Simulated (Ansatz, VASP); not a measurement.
# ZnIn2: VASP beside Ansatz, part 2 of 2

Aim: how closely do two programs agree when they are given the same cell, functional and k mesh? The cell is generated by rule, not measured, and may not be a known phase. The cell is taken from a series of runs on this material, whose earlier steps may have relaxed, scaled, displaced or heated it; both programs get it as it stands.

VASP 6.6.1 and Ansatz 0.2.0.

So far: The structure; VASP: zone-centre phonons, PBEsol.

The structure was built from a prototype and need not be the compound's stable phase.

## 3. Ansatz: zone-centre phonons, PBEsol

Level of this step: Ansatz beside VASP: Kohn-Sham DFT, plane waves, PBEsol (Ansatz).

Ansatz runs on norm-conserving files, of PseudoDojo where its log says so.

The same cell, functional, mesh and smearing now go to Ansatz, which takes its cutoff from its data sets.

The input, input.yaml:

```yaml
crystal:
  lattice:
    - [4.6003159757, 0.0, 0.0]
    - [-2.3001579879, 3.9839905004, 0.0]
    - [0.0, 0.0, 3.7365657836]
  atoms:
    - { symbol: Zn, position: [0.0, 0.0, 0.0] }
    - { symbol: In, position: [0.3333333333, 0.6666666667, 0.7242079441] }
    - { symbol: In, position: [0.6666666667, 0.3333333333, 0.2757920559] }
kpoints:
  mp_grid: { grid: [12, 12, 12] }
hamiltonian:
  xc: pbesol
  pseudopotentials: { kind: nc }
scf:
  occupations: { method: methfessel_paxton, width: 0.2 }
output:
  eigenvalues: true
phonons:
  method: dfpt
```

Run with:

```bash
ansatz run input.yaml --threads 8 --pin off --max-ram 14336MiB --backend cpu --events-out ev --progress --plain --runs-dir out
```

Numbers of over 12 decimals in the logs are rounded to 6 here.

What it wrote:

```text
Engine: ansatz 0.2.0, aarch64-unknown-linux-gnu
Pseudopotentials: kind: nc
Pseudopotential: Zn, nc, valence charge 20, recommended cutoff 1142.878222 eV (normal), Zn.nc.azcp (PseudoDojo's, or run here from an input of PseudoDojo's: the run reads no file of this project's for it)
Pseudopotential: In, nc, valence charge 13, recommended cutoff 952.398519 eV (normal), In.nc.azcp (PseudoDojo's, or run here from an input of PseudoDojo's: the run reads no file of this project's for it)
Functional definition: PBEsol
  exchange = pbesol_x
  correlation = pbesol_c
Crystal: 3 atoms, lattice volume = 68.482 Å³
Basis set: ecut = 1142.878222 eV, 5997 PW (Γ), exchange–correlation on 108×108×90 points (8 copies of the dense FFT grid, shifted against one another)
Bands: 28, of which v1, the nominal top of the filled ones, is band 23 counted from 1 (22 counted from 0)
Symmetry: 12 space group operations
k-points: 476 of 1728 (irreducible under 2 space group operations, time reversal used)
Non-local potential: Zn, projectors of the file, l = 0: 2, l = 1: 2, l = 2: 2
Non-local potential: In, projectors of the file, l = 0: 2, l = 1: 2, l = 2: 2
Initial density: superposition of atomic densities (chi_scale 0.1, normalization cell, long waves kept (reshape's long-wave potential 0.00 eV rms))
Initial wavefunctions: pseudopotential atomic-orbital guess
Functional: x = pbesol(κ = 0.804, μ = 0.123457), c = pbesol(β = 0.046)
SCF iter   1: F=—  HF=-9292.814133 eV  |F-HF|=—  |Δ(HF+E_count)|=         —  Δρ=2.17e-2  dr2=3.85e-1  ethr=3.10e-3  ⟨swp⟩=5.4  Hψ=52043  notcnv=0
preconditioner: auto → Kerker (q_TF=auto, 2.553 Å⁻¹)  [metal: Δε(μ)=0.017 eV  Ē_g=13.572 eV  σ=0.200 eV  W_gap=0.07  n_scr=20 (ndim 8)  ℏωp=27.7 eV  f_vac=0.000  D(μ)=1.13/eV (n_scr^D=8)]
SCF iter   2: F=—  HF=-9292.713763 eV  |F-HF|=—  |Δ(HF+E_count)|=   1.00e-1  S|Δr|=    0.00e0  Δρ=1.27e-2  dr2=1.33e-1  ethr=8.37e-4  ⟨swp⟩=1.0  Hψ=17136  notcnv=0
SCF iter   3: F=—  HF=-9292.675787 eV  |F-HF|=—  |Δ(HF+E_count)|=   3.80e-2  S|Δr|=    0.00e0  Δρ=3.99e-3  dr2=5.43e-3  ethr=2.88e-4  ⟨swp⟩=2.1  Hψ=19146  notcnv=0  defer=1
SCF iter   4: F=—  HF=-9292.675591 eV  |F-HF|=—  |Δ(HF+E_count)|=   1.96e-4  S|Δr|=    0.00e0  Δρ=1.62e-3  dr2=9.40e-4  ethr=1.18e-5  ⟨swp⟩=2.7  Hψ=25096  notcnv=0  defer=5
SCF iter   5: F=—  HF=-9292.675393 eV  |F-HF|=—  |Δ(HF+E_count)|=   1.97e-4  S|Δr|=    0.00e0  Δρ=4.20e-4  dr2=4.72e-5  ethr=2.04e-6  ⟨swp⟩=2.1  Hψ=23667  notcnv=0  defer=3
SCF iter   6: F=—  HF=-9292.675419 eV  |F-HF|=—  |Δ(HF+E_count)|=   2.54e-5  S|Δr|=    0.00e0  Δρ=2.42e-4  dr2=1.89e-5  ethr=1.03e-7  ⟨swp⟩=3.0  Hψ=27891  notcnv=0  defer=4
SCF iter   7: F=—  HF=-9292.675400 eV  |F-HF|=—  |Δ(HF+E_count)|=   1.84e-5  S|Δr|=    0.00e0  Δρ=5.15e-5  dr2=9.13e-7  ethr=4.11e-8  ⟨swp⟩=2.0  Hψ=21470  notcnv=0  defer=4
SCF iter   8: F=—  HF=-9292.675278 eV  |F-HF|=—  |Δ(HF+E_count)|=   1.23e-4  S|Δr|=    0.00e0  Δρ=1.57e-5  dr2=8.51e-8  ethr=1.98e-9  ⟨swp⟩=3.0  Hψ=26981  notcnv=0  defer=17
SCF iter   9: F=—  HF=-9292.675278 eV  |F-HF|=—  |Δ(HF+E_count)|=   3.01e-8  S|Δr|=    0.00e0  Δρ=2.01e-6  dr2=2.12e-9  ethr=1.85e-10  ⟨swp⟩=2.2  Hψ=24001  notcnv=0  defer=17
SCF iter  10: F=—  HF=-9292.675278 eV  |F-HF|=—  |Δ(HF+E_count)|=  1.31e-10  S|Δr|=    0.00e0  Δρ=5.45e-7  dr2=1.61e-10  ethr=4.60e-12  ⟨swp⟩=2.9  Hψ=26120  notcnv=0  defer=17
SCF iter  11: F=-9292.675278 eV  HF=-9292.675278 eV  |F-HF|=0.00e0  |Δ(HF+E_count)|=  2.36e-11  S|Δr|=    0.00e0  Δρ=8.36e-8  dr2=6.54e-12  ethr=1.00e-12  ⟨swp⟩=11.3  Hψ=105514  notcnv=0
SCF 1 converged in 11 iterations: F = -9292.675278 eV  dr2 = 6.54e-12
DFPT response loops at Γ: preconditioner auto → Kerker (q_TF=auto, 2.553 Å⁻¹) (partly filled bands, converged f_vac=0.000); β = 1.00, the filter's whole step (`scf.mixing.beta` (0.50) is not read by the response loops under this deck's `scf.mixing.preconditioner`; to damp them name `kerker` or `kerker_dos`, under which they read `scf.mixing.beta`, and type it under 1.00, their step now; both keys bind the ground state too); Broyden in place of MSR1
SCF converged after 11 iterations
Stability not checked: this state was not tested for a lower state beside it, because cold or Methfessel-Paxton smearing, or corrected tetrahedra, fill the levels in a way that the test cannot read (fill_not_monotonic; see scf.lower_state_search)
Free energy (F): -9292.675278 eV
Harris-Foulkes:  -9292.675278 eV  (|F-HF|=0.00e0)
Internal energy: -9292.675669 eV  (E = F + TS)
E sigma→0 (E₀):  -9292.675375 eV
Entropy (-TS):   0.000391 eV (0.130 meV/atom)
Fermi energy:    11.095531 eV
--- Per-component energies (eV) ---
  E_band       = -616.787648
  E_kinetic    = 4777.451644
  E_local      = -8130.962990  (includes V_loc(G=0)·N_el)
  E_nonlocal   = -2101.922825
  E_hartree    = 3075.064809
  E_xc         = -1683.718776
  E_vxc        = -1311.483145  (∫ρ·V_xc dr)
  E_ewald      = -5228.587532
  E_smearing   = 0.000391  (= −TS)
  E_closure    = -0.000000  (closes the sum)
  Σ components = -9292.675278   (vs F -9292.675278, Δ=0.00e0)
--- Band table (eV; the first three rows and the last of 476) ---
  k-point 0: bands = [... 19 lower, 3.9484, 10.7364, 11.4763, 11.7389, 11.7389, 12.1199, 12.1199, 13.7146, ... 1 higher]
  k-point 1: bands = [... 19 lower, 3.9454, 10.2221, 11.6773, 11.8037, 11.8037, 12.1966, 12.1966, 13.2770, ... 1 higher]
  k-point 2: bands = [... 19 lower, 3.9372, 9.1310, 11.9885, 11.9885, 12.0058, 12.4281, 12.4281, 13.0454, ... 1 higher]
  k-point 475: bands = [... 19 lower, 6.0339, 6.6460, 8.4041, 8.8326, 9.3885, 10.1851, 15.8485, 16.3615, ... 1 higher]
--- Phonons (Γ-DFPT): 4 representative perturbations + reference, on 476 of 1728 k-points (Σ response iterations 14) ---
  k mesh reduced under 2 symmetry operations, with k and −k counted as one. Each operation leaves every solved perturbation unchanged. A smaller set is not used because it would not reduce the number of displacements times k-points to solve
  ASR residual: 1.569e-4 → 0.000e0 eV/Å²; symmetrization residual: 2.375e-5 eV/Å²
  ASR residual per site (eV/Å²): 1.57e-4 6.56e-5 6.56e-5
  Γ frequencies (cm⁻¹): 0.00 0.00 0.00 44.27 77.44 106.05 106.05 132.85 132.85
  non-analytic LO–TO correction: not included (Born effective charges unavailable; polar crystals: no LO–TO splitting at Γ)
```

## 4. Side by side

Known differences besides the potentials themselves: the data sets hold 46 valence electrons in Ansatz (on norm-conserving files, of PseudoDojo where its log says so) and 38 in VASP; the cutoff is 1142.88 eV in Ansatz and 500 eV in VASP. Total energies have different zeros and are not compared.

The two programs side by side:

```csv
quantity,Ansatz,VASP,difference
optical mode 1 (cm⁻¹),44.3,50.8,-6.5
optical mode 2 (cm⁻¹),77.4,75.6,+2.43 %
optical mode 3 to 4 (cm⁻¹),106.0,105.6,+0.43 %
optical mode 5 to 6 (cm⁻¹),132.8,134.2,-0.98 %
```

Modes are paired by rising frequency, not by their patterns, so a pair may set unlike modes beside each other; they are those without the splitting of longitudinal modes.

## 5. What came out

* r.m.s. difference of the optical zone-centre modes, each program's sorted by frequency (zone-centre phonons, PBEsol): 2.9 cm⁻¹
* difference in optical mode 2 (zone-centre phonons, PBEsol): +2.4 %

**Reading.** The r.m.s. difference of the optical zone-centre modes, each program's sorted by frequency is 2.9 cm⁻¹ (zone-centre phonons, PBEsol). The data sets hold unlike numbers of valence electrons (46 in Ansatz and 38 in VASP), so part of the differences comes from the potentials. Among the rows given in per cent, the largest difference of the zone-centre phonons, PBEsol pair is in optical mode 2, +2.4 %. How closely two codes agree says nothing of how well the functional describes the real material.

[Lines on the potential files, build, host, timing and source positions are cut from VASP's logs without a mark.]

[Logs are printed without paths, hosts, clocks, repeated set-up lines and the standing remarks that a program may print on its own settings, such as how far it seeks lower states.]

[Hosts, paths, dates, database ids (printed as entryN), source tags and the programs' standing remarks are cut or masked in the printed files.]
